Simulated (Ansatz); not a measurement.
**What settings do to one calculation: (110) slab of diamond, 8.8 Å thick as cut, ended by H**

Ansatz (PAW, plane waves), atoms fixed. The base input:

```yaml
crystal:
  lattice:
    - [1.776901, -1.776901, 0.000000]
    - [0.000000, 0.000000, 3.553803]
    - [-17.179310, -17.179310, 0.000000]
  atoms:
    - { symbol: C, position: [0.963414, 0.978043, 0.523040] }
    - { symbol: C, position: [0.032145, 0.998246, 0.325456] }
    - { symbol: C, position: [0.027086, 0.265801, 0.683255] }
    - { symbol: C, position: [0.055249, 0.221822, 0.476050] }
    - { symbol: C, position: [0.037244, 0.011880, 0.628527] }
    - { symbol: C, position: [0.983956, 0.996363, 0.424988] }
    - { symbol: C, position: [0.991831, 0.252173, 0.574607] }
    - { symbol: C, position: [0.986083, 0.212363, 0.372661] }
    - { symbol: C, position: [0.489511, 0.468132, 0.681027] }
    - { symbol: C, position: [0.537617, 0.484392, 0.475625] }
    - { symbol: C, position: [0.483370, 0.758014, 0.633428] }
    - { symbol: C, position: [0.491229, 0.754133, 0.418308] }
    - { symbol: C, position: [0.508340, 0.470845, 0.583477] }
    - { symbol: C, position: [0.496223, 0.484026, 0.368844] }
    - { symbol: C, position: [0.457515, 0.745085, 0.519536] }
    - { symbol: C, position: [0.522569, 0.733546, 0.321056] }
    - { symbol: H, position: [0.021616, 0.165881, 0.281359] }
    - { symbol: H, position: [0.027435, 0.047702, 0.718453] }
    - { symbol: H, position: [0.477747, 0.706257, 0.715793] }
    - { symbol: H, position: [0.515508, 0.564667, 0.281699] }
kpoints:
  mp_grid: { grid: [4, 3, 1] }
hamiltonian:
  xc: pbesol
scf:
  occupations: { method: fermi_dirac, width: 0.01 }
output:
  forces: true
  eigenvalues: true
  stress: true
  populations: true
  write_density: true
  write_potential: true
  elf: true
  volumetric_format: npy
```

Command:

```sh
ansatz run in.yaml --threads 8 --pin off --max-ram 13300MiB --runs-dir r --events-out ev --progress --plain
```

It converged in 8 iterations and 0.8 s of wall time on 8 threads of an EPYC 9R45 processor, on a host shared with other runs; peak host memory 0.69 GiB; largest force component 7.22 eV/Å, pressure 4.53 GPa. The cutoff was the default, 420 eV. The base isn't a converged reference: it has few k points, and its atoms are unrelaxed. Each run below changes the keys shown and caps the iterations.

```csv
run,changed,ending,iterations,free energy less the base (meV per atom),rms change of forces (eV/Å),change of pressure (GPa),"wall time (s, shared host)"
1,"mixing algorithm anderson, max_iter 60, total_charge 2",converged,20,other zero,1.689,3.92,1.4 CPU
2,"initial_magnetization 4, dispersion rvv10, xc_grid 2 (2 is the default), max_iter 50",refused,–,–,–,–,–
3,"max_iter 100, k points a 1×1×2 mesh centred on Γ, total_charge 6",converged,37,other zero,10.031,45.56,1.3 CPU
4,"accuracy high, xc revpbe, dispersion d3bjatm, max_iter 100",converged,11,other zero,0.186,0.65,0.7 CPU
5,"ecutrho_ratio 6, max_iter 14",converged,8,0.0,0.000,0.00,0.5 CPU
6,"mixing algorithm broyden, dispersion d3bjatm, mixing beta 1.5, max_iter 70",refused,–,–,–,–,–
7,"dr2_threshold 0.0001, mixing algorithm broyden, max_iter 80",converged,6,0.0,0.001,0.00,0.8 CPU
8,"width 0.03 eV, max_iter 60",converged,8,0.0,0.000,0.00,0.5 CPU
```

«Other zero»: another functional, charge or dispersion term moves the zero of energy, so the difference says nothing of accuracy.

Question: Which changes leave the result alone, and which of the same physical model moves the forces most?

Answer: The forces move by under 0.002 eV/Å in runs 5, 7, 8. Among the runs with the same functional, charge and dispersion term, none moves them by over 0.01 eV/Å.

Question: Why did some runs give no result?

Answer: - run 2: inconsistent input (hamiltonian.dispersion, hamiltonian.xc): `dispersion: rvv10` has no transferable b for PBE exchange — Sabatini et al. (2013) fitted b=6.3 to rPW86, and the PBE refits of Peng & Perdew (2017) are task-dependent (b=6.6 S22 / b=10.0 layered). …
- run 6: invalid value for `scf.mixing.beta`: must be finite and in (0, 1]; got 1.5
